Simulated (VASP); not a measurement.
# NiO (Fm-3m) in VASP: settings compared, part 3 of 3

VASP 6.6.1.

## Step 4: Phonons, PBE, collinear spin, ferromagnetic start

The input, POSCAR:

```
NiO
1.0
    0.0000000000      2.0859016414      2.0859016414
    2.0859016414      0.0000000000      2.0859016414
    2.0859016414      2.0859016414      0.0000000000
Ni O
1 1
Direct
    0.0000000000      0.0000000000      0.0000000000
    0.5000000000      0.5000000000      0.5000000000
```

The input, INCAR.step1:

```
ALGO     = Normal         # electronic algorithm
EDIFF    = 1E-8           # SCF threshold, eV
EDIFFG   = -0.002         # ionic threshold
ENCUT    = 600            # plane-wave cutoff, eV
GGA      = PE             # functional
IBRION   = 2              # ionic algorithm
ISIF     = 3              # what is computed and relaxed
ISMEAR   = -1             # smearing method
ISPIN    = 2              # spin polarisation
LASPH    = T              # aspherical terms in the spheres
LCHARG   = F              # write CHGCAR
LMAXMIX  = 4              # l up to which the mixer works
LORBIT   = 11             # projections on sites
LREAL    = F              # projectors in reciprocal space
LWAVE    = F              # write WAVECAR
MAGMOM   = 1 0            # initial moments
NELM     = 100            # most SCF steps
NSW      = 40             # ionic steps
PREC     = Accurate       # precision mode
SIGMA    = 0.05           # smearing width, eV
```

The input, INCAR.step2:

```
ALGO     = Normal         # electronic algorithm
EDIFF    = 1E-8           # SCF threshold, eV
ENCUT    = 600            # plane-wave cutoff, eV
GGA      = PE             # functional
IBRION   = 8              # ionic algorithm
ISIF     = 2              # what is computed and relaxed
ISMEAR   = -1             # smearing method
ISPIN    = 2              # spin polarisation
LASPH    = T              # aspherical terms in the spheres
LCHARG   = F              # write CHGCAR
LMAXMIX  = 4              # l up to which the mixer works
LORBIT   = 11             # projections on sites
LREAL    = F              # projectors in reciprocal space
LWAVE    = F              # write WAVECAR
MAGMOM   = 1 0            # initial moments
NELM     = 100            # most SCF steps
NSW      = 1              # ionic steps
PREC     = Accurate       # precision mode
SIGMA    = 0.05           # smearing width, eV
```

The input, KPOINTS:

```
k-points
0
Gamma
  8 8 8
```

Potentials or basis: VASP PAW PBE potentials, release 64 (Ni, O).

The run is started by

```sh
cat potpaw_PBE.64/Ni/POTCAR potpaw_PBE.64/O/POTCAR > POTCAR
cp INCAR.step1 INCAR
mpirun -np 1 vasp_std > vasp.out
cp CONTCAR POSCAR
cp INCAR.step2 INCAR
mpirun -np 1 vasp_std > vasp.out
```

OUTCAR:

```text
EDIFF = 1E-8
   ENCUT = 600
   GGA = PE
   IBRION = 8
   ISIF = 2
   ISMEAR = -1
   ISPIN = 2
   LASPH = T
   LORBIT = 11
   LREAL = F
   NELM = 100
   NSW = 1
   PREC = Accurate

 ion  position               nearest neighbor table
   1  0.000  0.000  0.000-   2 2.11   2 2.11   2 2.11   2 2.11   2 2.11   2 2.11
   2  0.500  0.500  0.500-   1 2.11   1 2.11   1 2.11   1 2.11   1 2.11   1 2.11

  LATTYP: Found a face centered cubic cell.
 ALAT       =     4.2163401656

  Lattice vectors:

 A1 = (   0.0000000000,   2.1081700828,   2.1081700828)
 A2 = (   2.1081700828,   0.0000000000,   2.1081700828)
 A3 = (   2.1081700828,   2.1081700828,   0.0000000000)

Analysis of symmetry for initial positions (statically):
=====================================================================
 Subroutine PRICEL returns:
 Original cell was already a primitive cell.

[... 1030 lines left out ...]
  y     0.00000     0.00000     0.00000     0.00000     0.00000     0.00000
  z     0.00000     0.00000     0.00000     0.00000     0.00000     0.00000

 SECOND DERIVATIVES (NOT SYMMETRIZED)
 ------------------------------------
               1X          1Y          1Z          2X          2Y          2Z
  1X    -1.369083    0.000000    0.000000    1.369083    0.000000    0.000000
  1Y     0.000000   -1.369083    0.000000    0.000000    1.369083    0.000000
  1Z     0.000000    0.000000   -1.369083    0.000000    0.000000    1.369083
  2X     1.381775    0.000000    0.000000   -1.381775    0.000000    0.000000
  2Y     0.000000    1.381775    0.000000    0.000000   -1.381775    0.000000
  2Z     0.000000    0.000000    1.381775    0.000000    0.000000   -1.381775

 Eigenvectors and eigenvalues of the dynamical matrix
 ----------------------------------------------------

   1 f  =    5.177638 THz    32.532057 2PiTHz  172.707405 cm-1    21.412980 meV
             X         Y         Z           dx          dy          dz
      0.000000  0.000000  0.000000     0.000000    0.000000   -0.461163
      2.108170  2.108170  2.108170     0.000000    0.000000    0.887315
[... 21 lines left out ...]
   6 f/i=    0.009775 THz     0.061420 2PiTHz    0.326070 cm-1     0.040428 meV
             X         Y         Z           dx          dy          dz
      0.000000  0.000000  0.000000    -0.196159    0.764888    0.404718
      2.108170  2.108170  2.108170    -0.101950    0.397534    0.210344

--------------------------------------------------------------------------------------------------------

 ELASTIC MODULI CONTR FROM IONIC RELAXATION (kBar)
 Direction    XX          YY          ZZ          XY          YZ          ZX
 --------------------------------------------------------------------------------
 XX           0.0000      0.0000      0.0000      0.0000      0.0000      0.0000
 YY           0.0000      0.0000      0.0000      0.0000      0.0000      0.0000
 ZZ           0.0000      0.0000      0.0000      0.0000      0.0000      0.0000
 XY           0.0000      0.0000      0.0000      0.0000      0.0000      0.0000
 YZ           0.0000      0.0000      0.0000      0.0000      0.0000      0.0000
 ZX           0.0000      0.0000      0.0000      0.0000      0.0000      0.0000
 --------------------------------------------------------------------------------

 total charge

# of ion       s       p       d       tot
------------------------------------------
    1        0.324   0.384   8.222   8.930
    2        1.553   3.414   0.000   4.967
--------------------------------------------------
tot          1.877   3.798   8.222  13.896

 magnetization (x)

# of ion       s       p       d       tot
------------------------------------------
    1        0.011   0.015   1.468   1.493
    2        0.027   0.260   0.000   0.287
--------------------------------------------------
tot          0.038   0.274   1.468   1.780
```

OUTCAR.step1:

```text
EDIFF = 1E-8
   EDIFFG = -0.002
   ENCUT = 600
   GGA = PE
   IBRION = 2
   ISIF = 3
   ISMEAR = -1
   ISPIN = 2
   LASPH = T
[... 1105 lines left out ...]

 reached required accuracy - stopping structural energy minimisation

 total charge

# of ion       s       p       d       tot
------------------------------------------
    1        0.324   0.384   8.222   8.930
    2        1.553   3.414   0.000   4.967
--------------------------------------------------
tot          1.877   3.798   8.222  13.896

 magnetization (x)

# of ion       s       p       d       tot
------------------------------------------
    1        0.011   0.015   1.468   1.493
    2        0.027   0.260   0.000   0.287
--------------------------------------------------
tot          0.038   0.274   1.468   1.780
```

Run time: 96 s. Hardware: 1 thread of Intel Xeon 6975P-C (Granite Rapids), shared host; peak memory 0.21 GiB.

What came out:

```
Relaxed volume                                          : 9.37 Å³/atom
Relaxed cell                                            : a = 2.981 Å, b = 2.981 Å, c = 2.981 Å, α = 60.00°, β = 60.00°, γ = 60.00°
Space group after relaxing (to 0.05 Å)                  : Fm-3m (No. 225)
Net moment                                              : 1.83 μB per cell
Site moments                                            : Ni +1.49; O +0.29 μB
Valence electrons inside the program's atomic spheres   : Ni 8.93; O 4.97
Highest phonon frequency at Γ, LO-TO splitting left out : 173 cm⁻¹
```

Step by step:
```csv
step,energy change (eV),largest force (eV/Å),pressure (GPa),volume (Å³)
1,0.0000,0.0000,6.11,18.15
2,-0.0076,0.0000,-3.10,19.08
3,-0.0109,0.0000,0.00,18.74
```

Final structure:
```
Ni O
1.0
     0.00000    2.10817    2.10817
     2.10817    0.00000    2.10817
     2.10817    2.10817    0.00000
Ni O
1 1
Direct
  0.00000 0.00000 0.00000
  0.50000 0.50000 0.50000
```

Phonon frequencies in cm⁻¹ (negative: imaginary):
```tsv
q point	frequencies
(0.000, 0.000, 0.000)	0 0 0 173 173 173
```

Caveat: a cell with one magnetic atom can't hold antiferromagnetic order, which such compounds often take.

## Step 5: Elastic constants, PBE, collinear spin, ferromagnetic start

POSCAR is that of step 4.

The input, INCAR.step1:

```
SYSTEM = NiO
PREC = Accurate
ENCUT = 600
EDIFF = 1E-8
ISMEAR = -1
SIGMA = 0.05
LREAL = .FALSE.
LASPH = .TRUE.
NELM = 120
ALGO = Fast
ISIF = 3
LWAVE = .FALSE.
LCHARG = .FALSE.
ISPIN = 2
MAGMOM = 1 0
LORBIT = 11
LMAXMIX = 4
GGA = PE
IBRION = 2
NSW = 40
EDIFFG = -0.002
```

The input, INCAR.step2:

```
SYSTEM = NiO
PREC = Accurate
ENCUT = 600
EDIFF = 1E-8
ISMEAR = -1
SIGMA = 0.05
LREAL = .FALSE.
LASPH = .TRUE.
NELM = 120
ALGO = Fast
ISIF = 3
LWAVE = .FALSE.
LCHARG = .FALSE.
ISPIN = 2
MAGMOM = 1 0
LORBIT = 11
LMAXMIX = 4
GGA = PE
IBRION = 6
NFREE = 2
POTIM = 0.015
NSW = 1
```

The input, KPOINTS:

```
Automatic mesh
0
G
  8 8 8
  0 0 0
```

The run is started by

```sh
cat potpaw_PBE.64/Ni/POTCAR potpaw_PBE.64/O/POTCAR > POTCAR
cp INCAR.step1 INCAR
mpirun -np 1 vasp_std > vasp.out
cp CONTCAR POSCAR
cp INCAR.step2 INCAR
mpirun -np 1 vasp_std > vasp.out
```

Wall time 5.3 min (1 thread of Intel Xeon 6975P-C (Granite Rapids), shared host); peak memory 0.27 GiB.

It converged, with:

| Quantity | Value |
| --- | --- |
| Relaxed volume | 9.37 Å³/atom |
| Relaxed cell | a = 2.981 Å, b = 2.981 Å, c = 2.981 Å, α = 60.00°, β = 60.00°, γ = 60.00° |
| Space group after relaxing (to 0.05 Å) | Fm-3m (No. 225) |
| Net moment | 1.83 μB per cell |
| Site moments | Ni +1.49; O +0.29 μB |
| Valence electrons inside the program's atomic spheres | Ni 8.93; O 4.97 |
| Elastic constants C11, C12, C44 | 258, 141, 59 GPa |
| Voigt bulk modulus | 180 GPa |
| Highest phonon frequency at Γ, LO-TO splitting left out | 173 cm⁻¹ |

The path:
| step | energy change (eV) | largest force (eV/Å) | pressure (GPa) | volume (Å³) |
| --- | --- | --- | --- | --- |
| 1 | 0.0000 | 0.0000 | 6.11 | 18.15 |
| 2 | -0.0076 | 0.0000 | -3.10 | 19.08 |
| 3 | -0.0109 | 0.0000 | 0.00 | 18.74 |

Final structure:
```
Ni O
1.0
     0.00000    2.10817    2.10817
     2.10817    0.00000    2.10817
     2.10817    2.10817    0.00000
Ni O
1 1
Direct
  0.00000 0.00000 0.00000
  0.50000 0.50000 0.50000
```

Phonon frequencies in cm⁻¹ (negative: imaginary):
| q point | frequencies |
| --- | --- |
| (0.000, 0.000, 0.000) | 0 0 0 173 173 173 |

Elastic tensor in Voigt notation (GPa, in the Cartesian axes of the cell as first typed):
```
258 141 141   0   0   0
141 258 141   0   0   0
141 141 258   0   0   0
  0   0   0  59   0   0
  0   0   0   0  59   0
  0   0   0   0   0  59
```

Clamped-ion elastic tensor (GPa):
```
258 141 141   0   0   0
141 258 141   0   0   0
141 141 258   0   0   0
  0   0   0  59   0   0
  0   0   0   0  59   0
  0   0   0   0   0  59
```

Caveat: a cell with one magnetic atom can't hold antiferromagnetic order, which such compounds often take.

## Step 6: For comparison

An earlier run on the cell as given: functional PBEsol; potentials or basis VASP PAW PBE potentials, release 64 (Ni, O); cutoff 520 eV; k mesh 11 × 11 × 11; occupations fermi-dirac, width 0.05 eV; collinear spin, ferromagnetic start; starting moments [1.0, 0.0] μB.

- Pressure: -7.6 GPa
- Band gap on the k mesh: none (metal or under the smearing width)
- Net moment: 1.34 μB per cell
- Site moments: Ni +1.12; O +0.19 μB
- Valence electrons inside the program's atomic spheres: Ni 9.04; O 4.93

## Step 7: Summary

| task | level | potentials or basis | cell | k mesh | cutoff (eV) | ions in elastic constants | ladder | moment (μB) |
| --- | --- | --- | --- | --- | --- | --- | --- | --- |
| phonons | LDA | VASP PAW LDA potentials, release 64 (Ni, O) | relaxed | 8 × 8 × 8 | 600 | - | - | 0.53 |
| elastic constants | LDA | VASP PAW LDA potentials, release 64 (Ni, O) | relaxed | 8 × 8 × 8 | 600 | relaxed | - | 0.43 |
| phonons | PBE | VASP PAW PBE potentials, release 64 (Ni, O) | relaxed | 8 × 8 × 8 | 600 | - | - | 1.83 |
| elastic constants | PBE | VASP PAW PBE potentials, release 64 (Ni, O) | relaxed | 8 × 8 × 8 | 600 | relaxed | - | 1.83 |
| single point | PBEsol | VASP PAW PBE potentials, release 64 (Ni, O) | as given | 11 × 11 × 11 | 520 | - | free | 1.34 |

Alike in all rows: spin collinear, ferromagnetic start; smearing fermi-dirac 0.05 eV.

Caveats: a cell with one magnetic atom can't hold antiferromagnetic order, which such compounds often take; the PAW data sets were made with another functional, which shifts forces and pressure a little (some runs); semilocal functionals often make such compounds metallic where correlation or magnetic order opens a gap, which also shifts bond lengths (some runs).

Total energies depend on the potentials used, so only differences within one code and one set of settings carry meaning.
